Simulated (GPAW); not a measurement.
# Sb (R-3m) in GPAW: gruneisen with AM05

Aim: the gruneisen of Sb with AM05.

Everything below comes from runs of GPAW 26.7.0. Logs are shortened: lines on timing, memory, paths and dates and some standing lists are left out, and cuts for length are marked. The log counts tension as positive stress, the text compression.

## 1. Starting point

Symmetry: R-3m, No. 166, trigonal system. Conventional cell: a = 4.308 Å, b = 4.308 Å, c = 11.274 Å, α = 90.00°, β = 90.00°, γ = 120.00°. Around Sb (site symmetry 3m) lie 3 Sb at 2.91 Å.

## 2. Gruneisen, AM05

File run.py:

```python
import json
import numpy as np
import spglib
from ase import Atoms
from ase.constraints import FixSymmetry
from ase.filters import FrechetCellFilter
from ase.io import read, write
from ase.optimize import BFGS
from phonopy import Phonopy
from phonopy.structure.atoms import PhonopyAtoms
from gpaw import GPAW, PW, setup_paths

setup_paths.insert(0, '.')

atoms = read('Sb.cif')
cell, positions, numbers = spglib.find_primitive(
    (atoms.cell[:], atoms.get_scaled_positions(), atoms.numbers), symprec=1e-4)
atoms = Atoms(numbers, cell=cell, scaled_positions=positions, pbc=True)

calc = GPAW(mode=PW(600),
            xc='AM05',
            kpts={'size': (8, 8, 8), 'gamma': True},
            occupations={'name': 'fermi-dirac', 'width': 0.05},
            nbands=25,
            convergence={'density': 1e-06, 'eigenstates': 1e-09},
            maxiter=150,
            txt='gpaw.txt')
atoms.calc = calc
atoms.set_constraint(FixSymmetry(atoms))
BFGS(FrechetCellFilter(atoms), trajectory='relax.traj', logfile='-').run(fmax=0.005, steps=40)
atoms.set_constraint()
energy = atoms.get_potential_energy()
forces = atoms.get_forces()
stress = atoms.get_stress()
calc.write('gs.gpw')
write('result.traj', atoms)
print('Cell:', atoms.cell.cellpar().round(4))
print(atoms.get_scaled_positions().round(5))

def force_constants(scale):
    unit = PhonopyAtoms(symbols=atoms.get_chemical_symbols(), cell=atoms.cell[:] * scale**(1 / 3),
                        scaled_positions=atoms.get_scaled_positions())
    ph = Phonopy(unit, supercell_matrix=np.diag([1, 1, 1]), primitive_matrix=np.eye(3), symprec=1e-4)
    ph.generate_displacements(distance=0.01)
    forces = []
    for i, sc in enumerate(ph.supercells_with_displacements):
        a = Atoms(sc.symbols, cell=sc.cell, scaled_positions=sc.scaled_positions, pbc=True)
        c = GPAW(mode=PW(510),
                 xc='AM05',
                 kpts={'size': (8, 8, 8), 'gamma': True},
                 occupations={'name': 'fermi-dirac', 'width': 0.05},
                 nbands=25,
                 convergence={'density': 1e-06, 'eigenstates': 1e-09},
                 maxiter=150,
                 txt=f'disp-{scale:.3f}-{i:02d}.txt')
        a.calc = c
        f = a.get_forces()
        forces.append(f - f.mean(axis=0))
        print(f'displacement {i}: drift', f.mean(axis=0).round(5), flush=True)
    ph.forces = forces
    ph.produce_force_constants()
    ph.symmetrize_force_constants()
    return ph

qpoints = [[0.0, 0.0, 0.0]]
results = {}
for scale in [0.99, 1.0, 1.01]:
    ph = force_constants(scale)
    ph.run_qpoints(qpoints)
    nu = ph.qpoints.frequencies * 33.35641  # THz to cm^-1
    results[f'{scale:.3f}'] = nu.tolist()
    for qp, f in zip(qpoints, nu):
        print(scale, np.round(qp, 4), f.round(2))

lo, mid, hi = (np.array(results[x]) for x in ('0.990', '1.000', '1.010'))
gamma = np.where(abs(mid) > 5, -(hi - lo) / (np.log(1.01 / 0.99) * np.where(abs(mid) > 5, mid, 1)), 0)
results['gamma'] = gamma.tolist()
print('Mode Grueneisen parameters:')
print(gamma.round(3))
json.dump(results, open('phonons.json', 'w'))
```

File Sb.cif:

```cif
data_Sb
_cell_length_a 4.30840000
_cell_length_b 4.30840000
_cell_length_c 11.27400000
_cell_angle_alpha 90.00000000
_cell_angle_beta 90.00000000
_cell_angle_gamma 120.00000000
_space_group_name_H-M_alt 'R-3m'
_space_group_name_Hall '-R 3 2"'
_space_group_IT_number 166
loop_
_space_group_symop_operation_xyz
'x,y,z'
'-x,-y,-z'
'-y,x-y,z'
'y,-x+y,-z'
'-x+y,-x,z'
'x-y,x,-z'
'y,x,-z'
'-y,-x,z'
'x-y,-y,-z'
'-x+y,y,z'
'-x,-x+y,-z'
'x,x-y,z'
'x+2/3,y+1/3,z+1/3'
'-x+2/3,-y+1/3,-z+1/3'
'-y+2/3,x-y+1/3,z+1/3'
'y+2/3,-x+y+1/3,-z+1/3'
'-x+y+2/3,-x+1/3,z+1/3'
'x-y+2/3,x+1/3,-z+1/3'
'y+2/3,x+1/3,-z+1/3'
'-y+2/3,-x+1/3,z+1/3'
'x-y+2/3,-y+1/3,-z+1/3'
'-x+y+2/3,y+1/3,z+1/3'
'-x+2/3,-x+y+1/3,-z+1/3'
'x+2/3,x-y+1/3,z+1/3'
'x+1/3,y+2/3,z+2/3'
'-x+1/3,-y+2/3,-z+2/3'
'-y+1/3,x-y+2/3,z+2/3'
'y+1/3,-x+y+2/3,-z+2/3'
'-x+y+1/3,-x+2/3,z+2/3'
'x-y+1/3,x+2/3,-z+2/3'
'y+1/3,x+2/3,-z+2/3'
'-y+1/3,-x+2/3,z+2/3'
'x-y+1/3,-y+2/3,-z+2/3'
'-x+y+1/3,y+2/3,z+2/3'
'-x+1/3,-x+y+2/3,-z+2/3'
'x+1/3,x-y+2/3,z+2/3'
loop_
_atom_site_label
_atom_site_type_symbol
_atom_site_symmetry_multiplicity
_atom_site_Wyckoff_symbol
_atom_site_fract_x
_atom_site_fract_y
_atom_site_fract_z
_atom_site_occupancy
Sb1 Sb 6 c 0.0000000000 0.0000000000 0.7665100000 1
```

Potentials or basis: PAW data sets generated in the run's folder for this functional, pw.

The run is started by

```bash
> gpaw-setup -f AM05 Sb
> OMP_NUM_THREADS=1 python run.py
```

gpaw.txt:

```text
__  _  _
 | _ |_)|_||  |
 |__||  | ||/\| - 26.7.0

Input parameters:
  mode=PW(ecut=600.0),
  convergence={'density': 1e-06, 'eigenstates': 1e-09},
  kpts=MonkhorstPack(size=(8, 8, 8), gamma=True),
  maxiter=150,
  nbands=25,
  occupations=Occupations(name='fermi-dirac', width=0.05),
  xc=XC(name='AM05')

Diagonalizing LCAO Hamiltonian
Converting LCAO to pw mode

       Sb

       Sb

Atoms  # Å, Bohr magnetons
|   | symbol |         x |        y |        z |    initial magnetic moments |
|---|--------|-----------|----------|----------|-----------------------------|
| 0 |     Sb | -0.000000 | 0.000000 | 8.641634 | ( 0.0000,  0.0000,  0.0000) |
| 1 |     Sb | -0.000000 | 0.000000 | 2.632366 | ( 0.0000,  0.0000,  0.0000) |

Unit cell  # Å
| periodic |         x |         y |        z |  lengths |    angles |
|----------|-----------|-----------|----------|----------|-----------|
|      yes |  2.154200 |  1.243728 | 3.758000 | 4.506662 | 57.110173 |
|      yes | -2.154200 |  1.243728 | 3.758000 | 4.506662 | 57.110173 |
|      yes | -0.000000 | -2.487456 | 3.758000 | 4.506662 | 57.110173 |

Number of symmetries: 12
Symmetry operations  # r_c * U_cc + t_c -> r_c
|    | kind |            matrix            |
|----|------|------------------------------|
|  0 |  E   |  1, 0, 0,  0, 1, 0,  0, 0, 1 |
|  1 |  σ   |  1, 0, 0,  0, 0, 1,  0, 1, 0 |
|  2 |  σ   |  0, 1, 0,  1, 0, 0,  0, 0, 1 |
|  3 |  C3  |  0, 1, 0,  0, 0, 1,  1, 0, 0 |
|  4 |  C3  |  0, 0, 1,  1, 0, 0,  0, 1, 0 |
|  5 |  σ   |  0, 0, 1,  0, 1, 0,  1, 0, 0 |
|  6 |  C2  |  0, 0,-1,  0,-1, 0, -1, 0, 0 |
|  7 |  S6  |  0, 0,-1, -1, 0, 0,  0,-1, 0 |
[... 149 lines left out ...]
|          7 |       -22.385 |     2.000 |
|          8 |       -22.307 |     2.000 |
|          9 |       -22.307 |     2.000 |
|         10 |        -5.882 |     2.000 |
|         11 |         2.006 |     2.000 |
|         12 |         4.772 |     2.000 |
[... 8 lines left out ...]
|         21 |        13.414 |     0.000 |
|         22 |        13.881 |     0.000 |
|        ... |               |           |
|         24 |        14.499 |     0.000 |

No gap
No difference between direct/indirect transitions

Stress tensor  # eV/Ang^3
|         x |        y |         z |
|-----------|----------|-----------|
|  0.000284 | 0.000000 | -0.000000 |
|  0.000000 | 0.000284 |  0.000000 |
| -0.000000 | 0.000000 |  0.002816 |

Forces  # eV/Ang
|       x |        y |        z |
|---------|----------|----------|
| 0.00000 | -0.00000 | -0.05239 |  # Sb   0
| 0.00000 |  0.00000 |  0.05239 |  # Sb   1

Interpolating wave functions to new cell

       Sb

       Sb

Atoms  # Å, Bohr magnetons
|   | symbol |         x |        y |        z |    initial magnetic moments |
|---|--------|-----------|----------|----------|-----------------------------|
| 0 |     Sb | -0.000000 | 0.000000 | 8.635636 | ( 0.0000,  0.0000,  0.0000) |
| 1 |     Sb | -0.000000 | 0.000000 | 2.631515 | ( 0.0000,  0.0000,  0.0000) |
[... 167 lines left out ...]
|          7 |       -22.378 |     2.000 |
|          8 |       -22.299 |     2.000 |
|          9 |       -22.299 |     2.000 |
|         10 |        -5.878 |     2.000 |
|         11 |         2.018 |     2.000 |
|         12 |         4.780 |     2.000 |
[... 8 lines left out ...]
|         21 |        13.421 |     0.000 |
|         22 |        13.888 |     0.000 |
|        ... |               |           |
|         24 |        14.512 |     0.000 |

No gap
No difference between direct/indirect transitions

Stress tensor  # eV/Ang^3
|        x |         y |         z |
|----------|-----------|-----------|
| 0.000195 |  0.000000 |  0.000000 |
| 0.000000 |  0.000195 | -0.000000 |
| 0.000000 | -0.000000 |  0.002709 |

Forces  # eV/Ang
|        x |        y |        z |
|----------|----------|----------|
| -0.00000 | -0.00000 | -0.04966 |  # Sb   0
|  0.00000 |  0.00000 |  0.04966 |  # Sb   1

Interpolating wave functions to new cell

       Sb

       Sb

Atoms  # Å, Bohr magnetons
|   | symbol |         x |        y |        z |    initial magnetic moments |
|---|--------|-----------|----------|----------|-----------------------------|
| 0 |     Sb | -0.000000 | 0.000000 | 8.514032 | ( 0.0000,  0.0000,  0.0000) |
| 1 |     Sb | -0.000000 | 0.000000 | 2.613900 | ( 0.0000,  0.0000,  0.0000) |

Unit cell  # Å
| periodic |         x |         y |        z |  lengths |    angles |
|----------|-----------|-----------|----------|----------|-----------|
|      yes |  2.152126 |  1.242530 | 3.709311 | 4.464808 | 57.634795 |
|      yes | -2.152126 |  1.242530 | 3.709311 | 4.464808 | 57.634795 |
|      yes | -0.000000 | -2.485061 | 3.709311 | 4.464808 | 57.634795 |
[... 393 lines left out ...]
No gap
No difference between direct/indirect transitions

Stress tensor  # eV/Ang^3
|         x |         y |         z |
|-----------|-----------|-----------|
| -0.001267 |  0.000000 | -0.000000 |
|  0.000000 | -0.001267 |  0.000000 |
| -0.000000 |  0.000000 |  0.000429 |

Forces  # eV/Ang
|        x |        y |        z |
|----------|----------|----------|
|  0.00000 |  0.00000 |  0.00598 |  # Sb   0
| -0.00000 | -0.00000 | -0.00598 |  # Sb   1

Interpolating wave functions to new cell

       Sb

       Sb

Atoms  # Å, Bohr magnetons
|   | symbol |         x |        y |        z |    initial magnetic moments |
|---|--------|-----------|----------|----------|-----------------------------|
| 0 |     Sb | -0.000000 | 0.000000 | 8.495936 | ( 0.0000,  0.0000,  0.0000) |
| 1 |     Sb | -0.000000 | 0.000000 | 2.609482 | ( 0.0000,  0.0000,  0.0000) |

Unit cell  # Å
| periodic |         x |         y |        z |  lengths |    angles |
|----------|-----------|-----------|----------|----------|-----------|
|      yes |  2.157161 |  1.245438 | 3.701806 | 4.461819 | 57.824727 |
|      yes | -2.157161 |  1.245438 | 3.701806 | 4.461819 | 57.824727 |
|      yes | -0.000000 | -2.490875 | 3.701806 | 4.461819 | 57.824727 |
[... 161 lines left out ...]
|          7 |       -22.257 |     2.000 |
|          8 |       -22.177 |     2.000 |
|          9 |       -22.177 |     2.000 |
|         10 |        -5.801 |     2.000 |
|         11 |         2.215 |     2.000 |
|         12 |         4.955 |     2.000 |
[... 8 lines left out ...]
|         21 |        13.533 |     0.000 |
|         22 |        13.988 |     0.000 |
|        ... |               |           |
|         24 |        14.732 |     0.000 |

No gap
No difference between direct/indirect transitions

Stress tensor  # eV/Ang^3
|        x |         y |        z |
|----------|-----------|----------|
| 0.000147 |  0.000000 | 0.000000 |
| 0.000000 |  0.000147 | 0.000000 |
| 0.000000 | -0.000000 | 0.000792 |

Forces  # eV/Ang
|       x |        y |        z |
|---------|----------|----------|
| 0.00000 | -0.00000 |  0.01917 |  # Sb   0
| 0.00000 |  0.00000 | -0.01917 |  # Sb   1

Interpolating wave functions to new cell

       Sb

       Sb

Atoms  # Å, Bohr magnetons
|   | symbol |         x |        y |        z |    initial magnetic moments |
|---|--------|-----------|----------|----------|-----------------------------|
| 0 |     Sb | -0.000000 | 0.000000 | 8.492360 | ( 0.0000,  0.0000,  0.0000) |
| 1 |     Sb | -0.000000 | 0.000000 | 2.608238 | ( 0.0000,  0.0000,  0.0000) |
[... 379 lines left out ...]
|          7 |       -22.252 |     2.000 |
|          8 |       -22.172 |     2.000 |
|          9 |       -22.172 |     2.000 |
|         10 |        -5.800 |     2.000 |
|         11 |         2.227 |     2.000 |
|         12 |         4.981 |     2.000 |
[... 8 lines left out ...]
|         21 |        13.534 |     0.000 |
|         22 |        13.994 |     0.000 |
|        ... |               |           |
|         24 |        14.737 |     0.000 |

No gap
No difference between direct/indirect transitions

Stress tensor  # eV/Ang^3
|        x |         y |         z |
|----------|-----------|-----------|
| 0.000117 | -0.000000 |  0.000000 |
| 0.000000 |  0.000117 | -0.000000 |
| 0.000000 | -0.000000 |  0.000073 |

Forces  # eV/Ang
|       x |        y |        z |
|---------|----------|----------|
| 0.00000 |  0.00000 |  0.00282 |  # Sb   0
| 0.00000 | -0.00000 | -0.00282 |  # Sb   1

# Writing to gs.gpw (mode='')
```

Wall time 19 min (1 thread of Arm Neoverse V1, shared host); peak memory 0.56 GiB.

Results:

| Property | Result |
| --- | --- |
| Free energy | -9.0908 eV |
| Relaxed volume | 29.82 Å³/atom |
| Relaxed cell | a = 4.457 Å, b = 4.457 Å, c = 4.457 Å, α = 57.93°, β = 57.93°, γ = 57.93° |
| Space group after relaxing (to 0.05 Å) | R-3m (No. 166) |
| Pressure after relaxing | 0.0 GPa |
| Band gap on the k mesh | none (metal or under the smearing width) |
| Highest phonon frequency at Γ | 142 cm⁻¹ |

Forces on the atoms (eV/Å):
```
Sb   0.000  0.000  0.003
Sb   0.000  0.000 -0.003
```

Final structure:
```
Sb
1.0
     2.15857    1.24625    3.69515
    -2.15857    1.24625    3.69515
     0.00000   -2.49250    3.69515
Sb
2
Direct
  0.76513 0.76513 0.76513
  0.23487 0.23487 0.23487
```

Phonon frequencies in cm⁻¹ (negative: imaginary):
```
              q point      frequencies
(0.000, 0.000, 0.000)  0 0 0 87 87 142
```

Mode Grüneisen parameters of phonons at Γ, in order of frequency: 5.02, 5.02, 1.54

Caveat: the cutoff is short for stress and forces, so pressures can be off by a GPa or more; the density grid can change from cell to cell, which puts small steps into energies and stress.
